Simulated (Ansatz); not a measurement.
LiI (rock salt) is sheared across one {110} plane: the third cell vector gains the shift, so faults repeat every 6.3 Å. The cut lies between planes 2.09 Å apart; the cell height is held.

```yaml
crystal:
  lattice:
    - [4.17424, 0.00000, 0.00000]
    - [0.00000, 5.90327, 0.00000]
    - [2.08712, 2.95164, 6.26136]
  atoms:
    - { symbol: I, position: [0.00000, 0.00000, 0.83333] }
    - { symbol: I, position: [0.33333, 0.33333, 0.16667] }
    - { symbol: I, position: [0.66667, 0.66667, 0.50000] }
    - { symbol: Li, position: [0.00000, 0.50000, 0.83333] }
    - { symbol: Li, position: [0.33333, 0.83333, 0.16667] }
    - { symbol: Li, position: [0.66667, 0.16667, 0.50000] }
```

In-plane vectors a = (4.174, 0.000) Å, b = (0.000, 5.903) Å, area 24.64 Å². The shift is s times the vector a (length 4.174 Å), so s = 1 restores the start. Atoms relax along the normal only. γ = [E(shift) − E(0)] / area.

All values below come from PBEsol (plane waves to 420 eV, PAW, scalar-relativistic; Ansatz, an electronic-structure program). k mesh 7×7×7 (Γ-centred), Fermi-Dirac smearing 0.05 eV. E is the zero-smearing estimate. Faults lie only 6.3 Å apart, and holding the cell height raises γ above its relaxed value. LiI was relaxed with its symmetry unable to fall. Spin-orbit coupling is left out, though I is heavy. γ is measured from zero shift.

```csv
s,γ (mJ/m²)
0.000,0
0.083,33
0.167,96
0.250,withheld
0.333,206
0.417,238
0.500,249
0.583,238
0.667,206
0.750,withheld
0.833,96
0.917,33
```

Problem. Fit a Fourier form (three harmonics of 1 − cos and sin) to the given rows and predict γ at s = 0.750.

Solution. Least squares on the 10 given rows: γ = (119.6)·[1 − cos(2πs)] + (17.7)·[1 − cos(4πs)] + (5.4)·[1 − cos(6πs)], in mJ/m²; root-mean-square residual 1.4 mJ/m². At 0.750 the fit gives 160 mJ/m²; the calculation gives 157 mJ/m², so the interpolation is off by 3 (+1.9 %). 

(The slope of γ gives the shear force per area between the displaced halves; near zero shift its curvature is an elastic stiffness.)
